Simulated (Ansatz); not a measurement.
A plane-wave DFT run in Ansatz 0.2.0 (scalar-relativistic PAW potentials unless the input names others): input and command.

```yaml
crystal:
  lattice:
    - [0.0, 5.85609149, 5.85609149]
    - [5.85609149, 0.0, 5.85609149]
    - [5.85609149, 5.85609149, 0.0]
  atoms:
    - { symbol: Mg, position: [0.0, 0.0, 0.0] }
    - { symbol: Te, position: [0.75, 0.75, 0.75] }
basis:
  ecutwfc: 420
kpoints:
  mp_grid: { grid: [6, 6, 6] }
hamiltonian:
  xc: pbe
scf:
  occupations: { method: gaussian, width: 0.02 }
  max_iter: 75
output:
  forces: true
  eigenvalues: true
  stress: true
```

```bash
ansatz run input.yaml --threads 1 --pin off --max-ram 1331MiB --backend cpu --events-out ev --progress --plain --runs-dir out
```

Abridged log:
```
Pseudopotentials: kind: paw
Pseudopotential: Mg, paw, valence charge 10, recommended cutoff 420 eV (normal)
Pseudopotential: Te, paw, valence charge 16, recommended cutoff 420 eV (normal)
Functional definition: PBE
Crystal: 2 atoms, lattice volume = 401.655 Å³
Basis set: ecut = 420 eV, 7799 PW (Γ), exchange–correlation on 120×120×120 points (8 copies of the dense FFT grid, shifted against one another)
Bands: 17, of which v1, the nominal top of the filled ones, is band 13 counted from 1 (12 counted from 0)
Symmetry: 24 space group operations
Space group: F-43m (ITA 216), of the structure as read, at distance tolerance 7.4e-5 Å
k-points: 16 of 216 (time reversal used)
Initial density: superposition of atomic densities (neutral atoms: chi_scale 0, normalization atom), corrected by the library's trained network
Initial wavefunctions: pseudopotential atomic-orbital guess
Functional: x = pbe(κ = 0.804, μ = 0.21951497), c = pbe(β = 0.06672455)
SCF iter   1: F=—  HF=-8900.163818 eV  |F-HF|=—  |Δ(HF+E_count)|=         —  Δρ=1.14e-2  dr2=3.80e0  ethr=1.77e-3  ⟨swp⟩=6.8  Hψ=1559  notcnv=0
SCF iter   2: F=—  HF=-8900.325600 eV  |F-HF|=—  |Δ(HF+E_count)|=   1.62e-1  Δρ=8.98e-3  dr2=1.87e0  ethr=1.77e-3  ⟨swp⟩=4.0  Hψ=622  notcnv=0  defer=1
SCF iter   3: F=—  HF=-8899.999620 eV  |F-HF|=—  |Δ(HF+E_count)|=   3.26e-1  Δρ=4.70e-3  dr2=5.48e-1  ethr=1.77e-3  ⟨swp⟩=3.0  Hψ=540  notcnv=0
SCF iter   4: F=—  HF=-8899.909393 eV  |F-HF|=—  |Δ(HF+E_count)|=   9.02e-2  Δρ=4.42e-4  dr2=3.11e-3  ethr=1.77e-3  ⟨swp⟩=3.0  Hψ=358  notcnv=0
SCF iter   5: F=—  HF=-8899.916751 eV  |F-HF|=—  |Δ(HF+E_count)|=   7.36e-3  Δρ=1.60e-3  dr2=6.96e-2  ethr=1.20e-5  ⟨swp⟩=3.0  Hψ=592  notcnv=0
SCF iter   6: F=—  HF=-8899.910457 eV  |F-HF|=—  |Δ(HF+E_count)|=   6.29e-3  Δρ=1.93e-4  dr2=9.60e-4  ethr=1.20e-5  ⟨swp⟩=3.0  Hψ=454  notcnv=0
SCF iter   7: F=—  HF=-8899.910357 eV  |F-HF|=—  |Δ(HF+E_count)|=   9.99e-5  Δρ=1.31e-5  dr2=2.08e-6  ethr=3.69e-6  ⟨swp⟩=1.2  Hψ=285  notcnv=0
SCF iter   8: F=—  HF=-8899.910382 eV  |F-HF|=—  |Δ(HF+E_count)|=   2.48e-5  Δρ=1.99e-5  dr2=1.07e-5  ethr=8.01e-9  ⟨swp⟩=2.1  Hψ=418  notcnv=0
SCF iter   9: F=-8899.910381 eV  HF=-8899.910381 eV  |F-HF|=7.81e-9  |Δ(HF+E_count)|=   1.11e-6  Δρ=1.15e-6  dr2=1.61e-8  ethr=3.85e-10  ⟨swp⟩=5.6  Hψ=1305  notcnv=0
SCF 1 converged in 9 iterations: F = -8899.910381 eV  dr2 = 1.61e-8
SCF converged after 9 iterations
Free energy (F): -8899.910381 eV
Harris-Foulkes:  -8899.910381 eV  (|F-HF|=7.81e-9)
Internal energy: -8899.909804 eV  (E = F + TS)
E sigma→0 (E₀):  -8899.910092 eV
Entropy (-TS):   -0.000577 eV (-0.289 meV/atom)
Fermi energy:    -3.382154 eV
--- Forces (eV/Å), atoms counted from 1 ---
  atom   1  Mg     0.00000000     0.00000000     0.00000000
  atom   2  Te     0.00000000     0.00000000     0.00000000
--- Stress (GPa, compression-positive) ---
       -0.597954       0.000000       0.000000
        0.000000      -0.597954       0.000000
        0.000000       0.000000      -0.597954
  P = ⅓ Tr σ = -0.5980 GPa (-5.980 kbar)
```

Question: The run was meant for a cell not far from equilibrium. Find the fault.

Answer: The fault is a lattice typed in bohr (lattice vectors times 1.890). Setting it back cures it. The run converged all the same, with an energy at zero smearing 2.7 eV/atom above the reference's, pressure -0.60 GPa, largest force 0.000 eV/Å, no gap on the mesh, so convergence alone doesn't show that an input is right. A reference run of the cell with lattice vectors 0.0000 3.0989 3.0989; 3.0989 0.0000 3.0989; 3.0989 3.0989 0.0000 Å and the atoms in their places converged with pressure 6.78 GPa, largest force 0.000 eV/Å, gap on the mesh 2.65 eV.